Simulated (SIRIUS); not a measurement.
Here is a SIRIUS 7.12.0 calculation.

File sirius.json:

```json
{
  "control": {
    "processing_unit": "cpu",
    "std_evp_solver_name": "lapack",
    "gen_evp_solver_name": "lapack",
    "verbosity": 2,
    "print_forces": true,
    "ortho_rf": true,
    "use_second_variation": true,
    "rmt_max": 3.0,
    "num_bands_to_print": 23,
    "save_wf": true
  },
  "parameters": {
    "electronic_structure_method": "full_potential_lapwlo",
    "xc_functionals": ["XC_GGA_X_PBE", "XC_GGA_C_PBE"],
    "core_relativity": "dirac",
    "valence_relativity": "iora",
    "num_fv_states": 23,
    "smearing": "fermi_dirac",
    "smearing_width": 0.0018374661,
    "pw_cutoff": 24,
    "gk_cutoff": 4.71,
    "lmax_apw": 12,
    "lmax_rho": 8,
    "lmax_pot": 8,
    "num_mag_dims": 1,
    "auto_rmt": 0,
    "ngridk": [12, 12, 12],
    "shiftk": [0, 0, 0],
    "num_dft_iter": 80,
    "energy_tol": 1e-07,
    "density_tol": 1e-05,
    "use_symmetry": true
  },
  "settings": {"tol_ne": 1e-10},
  "iterative_solver": {"type": "exact"},
  "mixer": {"type": "anderson", "beta": 0.4, "max_history": 8},
  "unit_cell": {
    "lattice_vectors": [
      [-2.8497069959, 2.8497069959, 3.982120723],
      [2.8497069959, -2.8497069959, 3.982120723],
      [2.8497069959, 2.8497069959, -3.982120723]
    ],
    "atom_types": ["Co", "O"],
    "atom_files": {"Co": "Co.json", "O": "O.json"},
    "atoms": {"Co": [[0.0, 0.0, 0.0, 0.0, 0.0, 2.0]], "O": [[0.5, 0.5, 0.0, 0.0, 0.0, 0.0]]}
  }
}
```

Contents of Co.json:

```json
{
  "name": "cobalt",
  "symbol": "Co",
  "number": 27,
  "mass": 58.933195,
  "rmin": 1e-06,
  "rmt": 2.3,
  "nrmt": 800,
  "rinf": 15.25,
  "core": "1s2s2p",
  "valence": [
    {"basis": [{"enu": 0.08, "dme": 0, "n": 0, "auto": 0}, {"enu": 0.08, "dme": 1, "n": 0, "auto": 0}]},
    {"l": 0, "n": 1, "basis": [{"enu": 0.18, "dme": 0, "n": 0, "auto": 0}]},
    {"l": 1, "n": 2, "basis": [{"enu": 0.18, "dme": 0, "n": 0, "auto": 0}]},
    {"l": 2, "n": 3, "basis": [{"enu": 0.1782, "dme": 0, "n": 0, "auto": 0}]},
    {"l": 3, "n": 4, "basis": [{"enu": 0.18, "dme": 0, "n": 0, "auto": 0}]}
  ],
  "lo": [
    {"l": 0, "basis": [{"enu": 0.18, "dme": 0, "n": 0, "auto": 0}, {"enu": 0.18, "dme": 1, "n": 0, "auto": 0}]},
    {
      "l": 0,
      "basis": [{"enu": -3.3475, "dme": 0, "n": 3, "auto": 1}, {"enu": -3.3475, "dme": 1, "n": 3, "auto": 1}]
    },
    {
      "l": 0,
      "basis": [{"enu": -3.3475, "dme": 1, "n": 3, "auto": 1}, {"enu": 0.18, "dme": 0, "n": 0, "auto": 0}]
    },
    {"l": 0, "basis": [{"enu": 0.18, "dme": 0, "n": 0, "auto": 0}, {"enu": 3.2046, "dme": 0, "n": 0, "auto": 0}]},
    {"l": 1, "basis": [{"enu": 0.18, "dme": 0, "n": 0, "auto": 0}, {"enu": 0.18, "dme": 1, "n": 0, "auto": 0}]},
    {
      "l": 1,
      "basis": [{"enu": -2.0171, "dme": 0, "n": 3, "auto": 1}, {"enu": -2.0171, "dme": 1, "n": 3, "auto": 1}]
    },
    {
      "l": 1,
      "basis": [{"enu": -2.0171, "dme": 1, "n": 3, "auto": 1}, {"enu": 0.18, "dme": 0, "n": 0, "auto": 0}]
    },
    {"l": 1, "basis": [{"enu": 0.18, "dme": 0, "n": 0, "auto": 0}, {"enu": 3.6583, "dme": 0, "n": 0, "auto": 0}]},
    {
      "l": 2,
      "basis": [{"enu": 0.1782, "dme": 0, "n": 0, "auto": 0}, {"enu": 0.1782, "dme": 1, "n": 0, "auto": 0}]
    },
    {
      "l": 2,
      "basis": [{"enu": 0.1782, "dme": 1, "n": 0, "auto": 0}, {"enu": 0.1782, "dme": 2, "n": 0, "auto": 0}]
    },
    {
      "l": 2,
      "basis": [{"enu": 0.1782, "dme": 0, "n": 0, "auto": 0}, {"enu": 3.1271, "dme": 0, "n": 0, "auto": 0}]
    },
    {"l": 3, "basis": [{"enu": 0.18, "dme": 0, "n": 0, "auto": 0}, {"enu": 0.18, "dme": 1, "n": 0, "auto": 0}]},
    {"l": 3, "basis": [{"enu": 0.18, "dme": 0, "n": 0, "auto": 0}, {"enu": 3.4692, "dme": 0, "n": 0, "auto": 0}]}
  ],
  "free_atom": [... radial grid and density of the free atom, the start of the SCF ...]
}
```

O.json

```json
{
  "name": "oxygen",
  "symbol": "O",
  "number": 8,
  "mass": 15.9994,
  "rmin": 1e-06,
  "rmt": 1.53,
  "nrmt": 800,
  "rinf": 11.55,
  "core": "1s",
  "valence": [
    {"basis": [{"enu": 0.08, "dme": 0, "n": 0, "auto": 0}, {"enu": 0.08, "dme": 1, "n": 0, "auto": 0}]},
    {"l": 0, "n": 1, "basis": [{"enu": -0.0371, "dme": 0, "n": 0, "auto": 0}]},
    {"l": 1, "n": 2, "basis": [{"enu": 0.18, "dme": 0, "n": 0, "auto": 0}]},
    {"l": 2, "n": 3, "basis": [{"enu": 0.18, "dme": 0, "n": 0, "auto": 0}]},
    {"l": 3, "n": 4, "basis": [{"enu": 0.18, "dme": 0, "n": 0, "auto": 0}]}
  ],
  "lo": [
    {
      "l": 0,
      "basis": [{"enu": -0.0371, "dme": 0, "n": 0, "auto": 0}, {"enu": -0.0371, "dme": 1, "n": 0, "auto": 0}]
    },
    {
      "l": 0,
      "basis": [{"enu": -0.0371, "dme": 1, "n": 0, "auto": 0}, {"enu": -0.0371, "dme": 2, "n": 0, "auto": 0}]
    },
    {
      "l": 0,
      "basis": [{"enu": -0.0371, "dme": 0, "n": 0, "auto": 0}, {"enu": 5.0891, "dme": 0, "n": 0, "auto": 0}]
    },
    {"l": 1, "basis": [{"enu": 0.18, "dme": 0, "n": 0, "auto": 0}, {"enu": 0.18, "dme": 1, "n": 0, "auto": 0}]},
    {"l": 1, "basis": [{"enu": 0.18, "dme": 1, "n": 0, "auto": 0}, {"enu": 0.18, "dme": 2, "n": 0, "auto": 0}]},
    {"l": 1, "basis": [{"enu": 0.18, "dme": 0, "n": 0, "auto": 0}, {"enu": 6.0752, "dme": 0, "n": 0, "auto": 0}]},
    {"l": 2, "basis": [{"enu": 0.18, "dme": 0, "n": 0, "auto": 0}, {"enu": 0.18, "dme": 1, "n": 0, "auto": 0}]},
    {"l": 2, "basis": [{"enu": 0.18, "dme": 1, "n": 0, "auto": 0}, {"enu": 0.18, "dme": 2, "n": 0, "auto": 0}]},
    {"l": 2, "basis": [{"enu": 0.18, "dme": 0, "n": 0, "auto": 0}, {"enu": 6.8441, "dme": 0, "n": 0, "auto": 0}]},
    {"l": 3, "basis": [{"enu": 0.18, "dme": 0, "n": 0, "auto": 0}, {"enu": 0.18, "dme": 1, "n": 0, "auto": 0}]}
  ],
  "free_atom": [... radial grid and density of the free atom, the start of the SCF ...]
}
```

sirius_start.json

```json
{
  "control": {
    "processing_unit": "cpu",
    "std_evp_solver_name": "lapack",
    "gen_evp_solver_name": "lapack",
    "verbosity": 1,
    "print_forces": false,
    "ortho_rf": true,
    "use_second_variation": true,
    "rmt_max": 3.0,
    "num_bands_to_print": 23,
    "save_wf": false
  },
  "parameters": {
    "electronic_structure_method": "full_potential_lapwlo",
    "xc_functionals": ["XC_LDA_X", "XC_LDA_C_PW"],
    "core_relativity": "dirac",
    "valence_relativity": "iora",
    "num_fv_states": 23,
    "smearing": "fermi_dirac",
    "smearing_width": 0.0055123983,
    "pw_cutoff": 24,
    "gk_cutoff": 3.76,
    "lmax_apw": 12,
    "lmax_rho": 8,
    "lmax_pot": 8,
    "num_mag_dims": 1,
    "auto_rmt": 0,
    "ngridk": [5, 5, 5],
    "shiftk": [0, 0, 0],
    "num_dft_iter": 30,
    "energy_tol": 0.01,
    "density_tol": 0.05,
    "use_symmetry": true
  },
  "settings": {"tol_ne": 1e-10},
  "iterative_solver": {"type": "exact"},
  "mixer": {"type": "anderson", "beta": 0.4, "max_history": 8},
  "unit_cell": {
    "lattice_vectors": [
      [-2.8497069959, 2.8497069959, 3.982120723],
      [2.8497069959, -2.8497069959, 3.982120723],
      [2.8497069959, 2.8497069959, -3.982120723]
    ],
    "atom_types": ["Co", "O"],
    "atom_files": {"Co": "Co.json", "O": "O.json"},
    "atoms": {"Co": [[0.0, 0.0, 0.0, 0.0, 0.0, 2.0]], "O": [[0.5, 0.5, 0.0, 0.0, 0.0, 0.0]]}
  }
}
```

Potentials or basis: all-electron FP-LAPW, apw+lo standard.

Launch:

```sh
$ OMP_NUM_THREADS=1 sirius.scf --input=sirius_start.json --output=start.json
$ OMP_NUM_THREADS=1 sirius.scf --input=sirius.json --output=output.json --task=1
```

**Question.** Estimate the site moments.

**Answer.** Co +2.56; O +0.28 μB.

**Question.** Estimate the band gap on the k mesh.

**Answer.** None (metal or under the smearing width).

**Question.** Estimate the net moment.

**Answer.** 2.88 μB per cell.

Caveat: a cell with one magnetic atom can't hold antiferromagnetic order, which such compounds often take; semilocal functionals often make such compounds metallic where correlation or magnetic order opens a gap, which also shifts bond lengths. With open d or f shells a metallic result of PBE can be an artefact of self-interaction; +U or a hybrid may open a gap.
